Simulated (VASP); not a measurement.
## GaN: band structure with PBE+D3(BJ)

**The experiment to reproduce.**

From “Studying electronic properties in GaN without electrical contacts using γ-γ vs e−-γ Perturbed Angular Correlations”, 2019, pmc:6823545, for a bulk crystal of GaN: band gap 3.503 ± 0.005 eV (direct).

GaN:

```
Ga N
1.0
     3.19567    0.00000    0.00000
    -1.59784    2.76753    0.00000
     0.00000    0.00000    5.20895
Ga N
2 2
Direct
  0.33333 0.66667 0.99921
  0.66667 0.33333 0.49921
  0.33333 0.66667 0.37579
  0.66667 0.33333 0.87579
```

```json
{"Program": "VASP 6.6.1", "Task": "band structure", "Functional": "PBE", "Dispersion": "D3(BJ)", "Potentials or basis": "VASP PAW PBE potentials, release 64 (Ga_d, N)", "Cutoff": "520 eV", "k mesh": "12 × 12 × 5", "Occupations": "gaussian, width 0.03 eV", "Spin": "no spin polarisation", "Further INCAR settings": "ALGO = Normal; EDIFF = 1e-06; NBANDS = 26"}
```

The pressure is 0.2 GPa and the band gap on the k mesh is 1.85 eV, direct. The band gap along the path is 1.85 eV, direct and the dispersion energy per atom is -0.252 eV.

Levels at the corners of the path, in eV from the valence-band top:
| point | band 16 | band 17 | band 18 | band 19 | band 20 | band 21 |
| --- | --- | --- | --- | --- | --- | --- |
| Γ | -0.04 | 0.00 | 0.00 | 1.85 | 4.21 | 9.14 |
| M | -2.71 | -2.18 | -0.99 | 5.05 | 5.50 | 6.02 |
| M | -2.71 | -2.18 | -0.99 | 5.05 | 5.50 | 6.02 |
| K | -2.94 | -2.94 | -2.69 | 5.17 | 7.71 | 7.71 |
| K | -2.94 | -2.94 | -2.69 | 5.17 | 7.71 | 7.71 |
| Γ | -0.04 | 0.00 | 0.00 | 1.85 | 4.21 | 9.14 |
| Γ | -0.04 | 0.00 | 0.00 | 1.85 | 4.21 | 9.14 |
| A | -0.52 | -0.52 | -0.52 | 4.19 | 4.19 | 8.42 |
| A | -0.52 | -0.52 | -0.52 | 4.19 | 4.19 | 8.42 |
| L | -1.92 | -1.88 | -1.88 | 4.37 | 4.37 | 7.71 |
| L | -1.92 | -1.88 | -1.88 | 4.37 | 4.37 | 7.71 |
| H | -4.14 | -1.46 | -1.46 | 6.35 | 6.35 | 7.30 |
| H | -4.14 | -1.46 | -1.46 | 6.35 | 6.35 | 7.30 |
| A | -0.52 | -0.52 | -0.52 | 4.19 | 4.19 | 8.42 |
| L | -1.92 | -1.88 | -1.88 | 4.37 | 4.37 | 7.71 |
| M | -2.71 | -2.18 | -0.99 | 5.05 | 5.50 | 6.02 |
| K | -2.94 | -2.94 | -2.69 | 5.17 | 7.71 | 7.71 |
| H | -4.14 | -1.46 | -1.46 | 6.35 | 6.35 | 7.30 |

Core levels (eV, on the scale of the bands):
| atom | levels |
| --- | --- |
| 1 Ga | 1s -10217.1, 2s -1250.5, 2p -1086.9, 3s -136.8, 3p -87.5 |
| 2 Ga | 1s -10217.1, 2s -1250.5, 2p -1086.9, 3s -136.8, 3p -87.5 |
| 3 N | 1s -370.1 |
| 4 N | 1s -370.1 |

Wall time 2.3 min on 1 thread of Intel(R) Xeon(R) Platinum 8488C (Sapphire Rapids) (shared host), peak memory 0.24 GiB.

Measured gap of GaN: 3.503 eV (direct; quoted in “Studying electronic properties in GaN without electrical contacts using γ-γ vs e−-γ Perturbed Angular Correlations”, 2019, pmc:6823545). This calculation gives 1.85 eV (-1.65 eV). Spin-orbit coupling on Ga is left out. The value is that of PBE+D3(BJ), without temperature or zero-point motion. Semilocal functionals fall short of measured gaps as a rule.
